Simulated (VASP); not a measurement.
# ScAl (Pm-3m) in VASP: further runs

The runs below take ScAl through single point, with PBEsol.

Program: VASP 6.6.1. These are calculated values, not measurements. Logs are shortened: lines on timing, memory, paths and dates and some standing lists are left out, and cuts for length are marked.

## Step 1: Starting point

It takes space group Pm-3m (No. 221, cubic). The conventional cell has a = 3.370 Å, b = 3.370 Å, c = 3.370 Å, α = 90.00°, β = 90.00°, γ = 90.00°. Sc (site symmetry m-3m) has 8 Al at 2.92 Å as nearest neighbours. Around Al (site symmetry m-3m) lie 8 Sc at 2.92 Å.

The cell comes from a database or a generator and needn't be the stable form of this composition.

## Step 2: Single point, PBEsol

Input file INCAR:

```
SYSTEM = ScAl
PREC     = Accurate       ! precision mode
ENCUT    = 550            ! plane-wave cutoff, eV
EDIFF    = 1E-6           ! SCF threshold, eV
ISMEAR   = 1              ! smearing method
SIGMA    = 0.2            ! smearing width, eV
LREAL    = .False.        ! projectors in reciprocal space
LASPH    = .True.         ! aspherical terms in the spheres
NELM     = 100            ! most SCF steps
ALGO     = Normal         ! electronic algorithm
ISIF     = 2              ! what is computed and relaxed
LWAVE    = .False.        ! write WAVECAR
LCHARG   = .False.        ! write CHGCAR
GGA      = PS             ! functional
ADDGRID  = .False.
```

Input file KPOINTS:

```
Automatic mesh
0
Gamma
  10 10 10
  0 0 0
```

Input file POSCAR:

```
ScAl
1.0
    3.3703489700      0.0000000000      0.0000000000
    0.0000000000      3.3703489700      0.0000000000
    0.0000000000      0.0000000000      3.3703489700
Sc Al
1 1
Direct
    0.5000000000      0.5000000000      0.5000000000
    0.0000000000      0.0000000000      0.0000000000
```

Potentials or basis: VASP PAW PBE potentials, release 64 (Sc_sv, Al).

Launch:

```console
cat potpaw_PBE.64/Sc_sv/POTCAR potpaw_PBE.64/Al/POTCAR > POTCAR
mpirun -np 1 vasp_std > vasp.out
```

OUTCAR:

```text
SYSTEM = ScAl
   PREC = Accurate
   ENCUT = 550
   EDIFF = 1E-6
   ISMEAR = 1
   LREAL = .False.
   LASPH = .True.
   NELM = 100
   ISIF = 2
   GGA = PS

 Found     56 irreducible k-points:

 Following reciprocal coordinates:
            Coordinates               Weight
  0.000000  0.000000  0.000000      1.000000
  0.100000  0.000000  0.000000      6.000000
  0.200000  0.000000  0.000000      6.000000
  0.300000  0.000000  0.000000      6.000000
  0.400000  0.000000  0.000000      6.000000
  0.500000  0.000000  0.000000      3.000000
   k-points           NKPTS =     56   k-points in BZ     NKDIM =     56   number of bands    NBANDS=     11
   number of dos      NEDOS =    301   number of ions     NIONS =      2
   total plane-waves  NPLWV =  21952
   dimension x,y,z NGX =    28 NGY =   28 NGZ =   28
   dimension x,y,z NGXF=    56 NGYF=   56 NGZF=   56
   ions per type =               1   1
   NGX,Y,Z   is equivalent  to a cutoff of  13.81, 13.81, 13.81 a.u.
   NGXF,Y,Z  is equivalent  to a cutoff of  27.62, 27.62, 27.62 a.u.
 SYSTEM =  ScAl
   PREC   = accura    normal or accurate (medium, high low for compatibility)
   ISTART =      0    job   : 0-new  1-cont  2-samecut
   ICHARG =      2    charge: 1-file 2-atom 10-const
   ISPIN  =      1    spin polarized calculation?
   LNONCOLLINEAR =      F non collinear calculations
   LSORBIT =      F    spin-orbit coupling
   LASPH  =      T    aspherical Exc in radial PAW
   ENCUT  =  550.0 eV  40.42 Ry    6.36 a.u.   6.44  6.44  6.44*2*pi/ulx,y,z
   NELM   =    100;   NELMIN=  2; NELMDL= -5     # of ELM steps
   EDIFF  = 0.1E-05   stopping-criterion for ELM
   LREAL  =      F    real-space projection
   EDIFFG = 0.1E-04   stopping-criterion for IOM
   NSW    =      0    number of steps for IOM
   IBRION =     -1    ionic relax: 0-MD 1-quasi-New 2-CG
   NFREE  =      0    steps in history (QN), initial steepest desc. (CG)
   ISIF   =      2    stress and relaxation
   ISYM   =      2    0-nonsym 1-usesym 2-fastsym
   POTIM  = 0.5000    time-step for ionic-motion
   TEBEG  =    0.0;   TEEND  =   0.0 temperature during run
   PSTRESS=    0.0 pullay stress
   NELECT =      14.0000    total number of electrons
   NUPDOWN=      -1.0000    fix difference up-down
   EMIN   =  10.00;   EMAX   =-10.00  energy-range for DOS
   EFERMI =   0.00;   METHOD = LEGACY
   ISMEAR =     1;   SIGMA  =   0.20  broadening in eV -4-tet -1-fermi 0-gaus
   EFERMI_NEDOS =   21; number of points for ismear=-14 and -15
   IALGO  =     38    algorithm
   IMIX   =      4    mixing-type and parameters
     AMIX     =   0.40;   BMIX     =  1.00
     AMIX_MAG =   1.60;   BMIX_MAG =  1.00
  volume/ion in A,a.u.               =      19.14       129.18
  Fermi-wavevector in a.u.,A,eV,Ry     =   1.170692  2.212287 18.647052  1.370520
  Thomas-Fermi vector in A             =   2.307147
   LORBIT       =      0    0 simple, 1 ext, 2 COOP (PROOUT), +10 PAW based schemes
   GGA     = PS    functional components
   LHFCALC =     F    Hartree Fock is set to
   AEXX    =    0.0000 exact exchange contribution
   IVDW    =     0    specifies the selected vdW correction
   LEPSILON=     F    determine dielectric tensor
   LRPA    =     F    only Hartree local field effects (RPA)
 non-spin polarized calculation
 Methfessel and Paxton  Order N= 1 SIGMA  =   0.20
  energy-cutoff  :      550.00
  volume of cell :       38.28
 maximum number of plane-waves:      1141
 NGX is ok and might be reduce to    28
   NGX = 13   NGY = 13   NGZ = 13

 number of electron      14.0000002 magnetization

 Free energy of the ion-electron system (eV)
  ---------------------------------------------------
  ext. energy  EPLUGINS =         0.00000000
  ---------------------------------------------------
  free energy    TOTEN  =       -11.61985769 eV

  energy without entropy =      -11.62164282  energy(sigma->0) =      -11.62045273

 E-fermi :   5.9908     XC(G=0): -10.4074

 val. band max:        5.9685037340   @ k =   0.4000   0.1000   0.1000
 cond. band min:       5.9953860976   @ k =   0.4000   0.4000   0.0000
 fundamental gap:      0.0268823636
 Fermi energy:         5.9908378009

 k-point     1 :       0.0000    0.0000    0.0000
  band No.  band energies     occupation
      1     -43.2593      2.00000
      2     -21.9348      2.00000
      3     -21.9348      2.00000
      4     -21.9348      2.00000
      5      -2.4892      2.00000
      6       5.2956      2.00001
      7       5.2956      2.00001
      8       8.6775     -0.00000
      9       8.6775     -0.00000
     10       8.6775     -0.00000
     11       9.7060     -0.00000

 k-point     2 :       0.1000    0.0000    0.0000
  band No.  band energies     occupation
      1     -43.2578      2.00000
      2     -21.9524      2.00000
      3     -21.9332      2.00000
      4     -21.9332      2.00000
      5      -2.3460      2.00000
      6       5.1471      2.00000
      7       5.3678      2.00010
      8       8.2513     -0.00000
      9       8.2513     -0.00000
     10       8.6986     -0.00000
     11       9.3269     -0.00000

 k-point     3 :       0.2000    0.0000    0.0000
  band No.  band energies     occupation
      1     -43.2541      2.00000
      2     -21.9984      2.00000
      3     -21.9291      2.00000
      4     -21.9291      2.00000
      5      -1.9251      2.00000
      6       4.5504      2.00000
      7       5.5701      2.01128
      8       7.6478     -0.00000
      9       7.6478     -0.00000
     10       8.7547     -0.00000
     11       8.9417     -0.00000

 k-point     4 :       0.3000    0.0000    0.0000
  band No.  band energies     occupation
      1     -43.2494      2.00000
      2     -22.0546      2.00000
      3     -21.9241      2.00000
      4     -21.9241      2.00000
      5      -1.2523      2.00000
      6       3.4746      2.00000
      7       5.8530      1.91206
      8       7.1614     -0.00000
      9       7.1614     -0.00000
     10       8.8258     -0.00000
     11       9.1107     -0.00000

 k-point     5 :       0.4000    0.0000    0.0000
  band No.  band energies     occupation
      1     -43.2457      2.00000
      2     -22.0997      2.00000
      3     -21.9200      2.00000
      4     -21.9200      2.00000
      5      -0.3841      2.00000
      6       2.2402      2.00000
      7       6.1186      0.12667
      8       6.8522     -0.00000
      9       6.8522     -0.00000
     10       8.8848     -0.00000
     11       9.5495     -0.00000

 k-point     6 :       0.5000    0.0000    0.0000
  band No.  band energies     occupation
      1     -43.2442      2.00000
      2     -22.1168      2.00000
      3     -21.9184      2.00000
      4     -21.9184      2.00000
      5       0.3058      2.00000
      6       1.4111      2.00000
      7       6.2318     -0.07079
      8       6.7463     -0.00000
      9       6.7463     -0.00000
     10       8.9078     -0.00000
     11       9.7803     -0.00000

 [... further k-points ...]

------------------------ aborting loop because EDIFF is reached ----------------------------------------

  FORCE on cell =-STRESS in cart. coord.  units (eV):
  Direction    XX          YY          ZZ          XY          YZ          ZX
  --------------------------------------------------------------------------------------
  -------------------------------------------------------------------------------------
  Total       -0.3899840     -0.3899840     -0.3899840     -0.0000000      0.0000000     -0.0000000
  in kB      -16.3204738    -16.3204738    -16.3204738     -0.0000000      0.0000000     -0.0000000
  external PRESSURE =     -16.3204738 kB  Pullay stress =       0.0000000 kB

 VOLUME and BASIS-vectors are now :
 -----------------------------------------------------------------------------
  energy-cutoff  :      550.00
  volume of cell :       38.28
      direct lattice vectors                 reciprocal lattice vectors
     3.370348970  0.000000000  0.000000000     0.296705181  0.000000000  0.000000000
     0.000000000  3.370348970  0.000000000     0.000000000  0.296705181  0.000000000
     0.000000000  0.000000000  3.370348970     0.000000000  0.000000000  0.296705181

 POSITION                                       TOTAL-FORCE (eV/Angst)
 -----------------------------------------------------------------------------------
      1.68517      1.68517      1.68517         0.000000      0.000000      0.000000
      0.00000      0.00000      0.00000         0.000000      0.000000      0.000000
 -----------------------------------------------------------------------------------
    total drift:                                0.000000      0.000000      0.000000

  FREE ENERGIE OF THE ION-ELECTRON SYSTEM (eV)
  ---------------------------------------------------
  free  energy   TOTEN  =       -11.6198576893 eV

  energy  without entropy=      -11.6216428231  energy(sigma->0) =      -11.62045273
```

stdout:

```text
POSCAR found type information on POSCAR ScAl
 POSCAR found :  2 types and       2 ions
 scaLAPACK will be used
 -----------------------------------------------------------------------------
|                                                                             |
|                                                                             |
|     You enforced a specific xc type in the INCAR file but a different       |
|     I HOPE YOU KNOW WHAT YOU ARE DOING!                                     |
|                                                                             |
 -----------------------------------------------------------------------------

 LDA part: xc-table for (Slater+PW92), standard interpolation
 POSCAR, INCAR and KPOINTS ok, starting setup
 FFT: planning ... GRIDC
 FFT: planning ... GRID_SOFT
 FFT: planning ... GRID
 WAVECAR not read
 entering main loop
```

It took 14 s on 1 thread of Intel Xeon Platinum 8488C (Sapphire Rapids), shared host; peak memory 0.17 GiB.

These settings aren't checked as converged: the numbers below hold their error.

Results:

| Property | Result |
| --- | --- |
| Free energy | -11.6199 eV |
| Pressure | -1.6 GPa |
| Band gap on the k mesh | none (metal or under the smearing width) |

Caveat: the PAW data sets were made with another functional, which shifts forces and pressure a little.

## Step 3: Single point, PBEsol

INCAR: that of step 2 with these lines changed.

```diff
@@ -1,3 +1,3 @@
 SYSTEM = ScAl
-PREC     = Accurate       ! precision mode
+PREC     = Low            ! precision mode
 ENCUT    = 550            ! plane-wave cutoff, eV
```

KPOINTS is that of step 2.

POSCAR is that of step 2.

Potentials or basis: VASP PAW PBE potentials, release 64 (Sc_sv, Al).

Launch:

```console
cat potpaw_PBE.64/Sc_sv/POTCAR potpaw_PBE.64/Al/POTCAR > POTCAR
mpirun -np 1 vasp_std > vasp.out
```

Run time: 8.2 s. Hardware: 1 thread of Intel Xeon Platinum 8488C (Sapphire Rapids), shared host; peak memory 0.13 GiB.

The run converged, but some of its settings lie outside the range that counts as converged, so its numbers aren't taken as properties of the crystal.

What came out:

* Free energy: -11.6207 eV
* Pressure: -1.6 GPa
* Band gap on the k mesh: none (metal or under the smearing width)

Caveat: the PAW data sets were made with another functional, which shifts forces and pressure a little.

## Step 4: Single point, PBEsol

INCAR: that of step 3 with these lines changed.

```diff
@@ -1,3 +1,3 @@
 SYSTEM = ScAl
-PREC     = Low            ! precision mode
+PREC     = Normal         ! precision mode
 ENCUT    = 550            ! plane-wave cutoff, eV
```

KPOINTS is that of step 3.

POSCAR is that of step 3.

Launch:

```console
cat potpaw_PBE.64/Sc_sv/POTCAR potpaw_PBE.64/Al/POTCAR > POTCAR
mpirun -np 1 vasp_std > vasp.out
```

Run time: 8.6 s. Hardware: 1 thread of Intel Xeon Platinum 8488C (Sapphire Rapids), shared host; peak memory 0.14 GiB.

These settings aren't checked as converged: the numbers below hold their error.

What came out:

```yaml
Free_energy: -11.6198 eV
Pressure: -1.6 GPa
Band_gap_on_the_k_mesh: none (metal or under the smearing width)
```

Caveat: the PAW data sets were made with another functional, which shifts forces and pressure a little.
